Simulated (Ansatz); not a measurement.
# MgB₂: the change of pressure and energy less free atoms with volume scale

Results calculated with Ansatz 0.2.0, not measured. Periodic Kohn-Sham DFT of a crystal at fixed atoms, scaled to volume_scale times the given cell; pressure positive in compression, energy less spherical unpolarised free atoms, largest_vzz the field gradient of largest size among the nuclei.

The cell before it is scaled or strained (space group P6/mmm, No. 191):
```
cell vectors (Å)
   3.0850     0.0000     0.0000
  -1.5425     2.6717     0.0000
   0.0000     0.0000     3.5230
atoms (fractions of the cell vectors)
Mg  0.00000  0.00000  0.00000
B   0.33333  0.66667  0.50000
B   0.66667  0.33333  0.50000
```

Settings of every row: method all-electron LAPW; functional PBE; relativity scalar; k mesh 12x12x9; filling fermi-dirac; smearing width 0.05 eV; basis error target 0.5 meV/atom; nucleus gaussian.

Atom start moment: 0 on all atoms.

| row | volume scale | V (Å³/atom) | pressure (GPa) | energy less free atoms (eV/atom) |
| --- | --- | --- | --- | --- |
| 1 | 0.94 | 9.098 | 9.194 | -5.0864 |
| 2 | 0.96 | 9.292 | 5.442 | -5.0952 |
| 3 | 0.98 | 9.486 | ? | ? |
| 4 | 0.99 | 9.582 | 0.437 | -5.1004 |
| 5 | 1 | 9.679 | -1.082 | -5.1002 |
| 6 | 1.01 | 9.776 | -2.532 | -5.0991 |
| 7 | 1.02 | 9.873 | -3.916 | -5.0971 |
| 8 | 1.04 | 10.066 | -6.499 | -5.0908 |
| 9 | 1.06 | 10.26 | -8.853 | -5.0815 |

Question: what pressure and energy less free atoms should row 3 give?

Worked fit of pressure. Take u = (V_r/V)^(2/3) − 1 with V_r = 9.7275 Å³ an atom, which is twice the finite (Eulerian) strain; such expansions in the strain, on which the Birch-Murnaghan equation of state is built, carry the rest volume and the bulk modulus. The shown rows have u = 0.04561, 0.03101, 0.0101, 0.00334, -0.00331, -0.00985, -0.02255, -0.03491. Least squares give pressure = −1.8166 + 218.774 × u + 495.09 × u² GPa; a straight line predicts inner rows, each left out in turn, worse (root mean square 0.26 against 0.0057 GPa). The rows lie off it by 0.002, -0.002, -0.007, -0.002, 0.003, 0.007, -0.001, -0.002 (root mean square 0.0039 GPa). The pressure vanishes at u = 0.0082, or V = 9.61 Å³ an atom, and there the bulk modulus at fixed shape and fractions is B = −V dP/dV = (2/3)(1 + u) dP/du = 152 GPa. Letting shape and atoms relax would as a rule lower it, by much in layered, chain or molecular crystals. The withheld row has u = 0.0169, so the fit gives −1.8166 + 218.774 × (0.0169) + 495.09 × (0.0169)² = 2.022 GPa.

The calculation gave 2.029 GPa. The fit lies 0.007 GPa (0.039 % of the column's range) below it; its largest miss of a shown row is 0.007 GPa.

Worked fit of energy less free atoms. Take u = (V_r/V)^(2/3) − 1 with V_r = 9.7275 Å³ an atom, which is twice the finite (Eulerian) strain; such expansions in the strain, on which the Birch-Murnaghan equation of state is built, carry the rest volume and the bulk modulus. The shown rows have u = 0.04561, 0.03101, 0.0101, 0.00334, -0.00331, -0.00985, -0.02255, -0.03491. Least squares give energy less free atoms = −5.09974 − 0.1687 × u + 10.125 × u² eV/atom; a straight line predicts inner rows, each left out in turn, worse (root mean square 0.0053 against 2.8e-05 eV/atom). All shown rows lie on it to the printed digit. Its lowest point lies at u = 0.0083, or V = 9.607 Å³ an atom, and the curvature there gives the bulk modulus at fixed shape and fractions, B = (4/9)(1 + u)² E″(u)/V = 153 GPa. Letting shape and atoms relax would as a rule lower it, by much in layered, chain or molecular crystals. The withheld row has u = 0.0169, so the fit gives −5.09974 − 0.1687 × (0.0169) + 10.125 × (0.0169)² = -5.0997 eV/atom.

The calculation gave -5.0996 eV/atom. The fit lies 0.0001 eV/atom (0.53 % of the column's range) below it, one unit of the last digit.
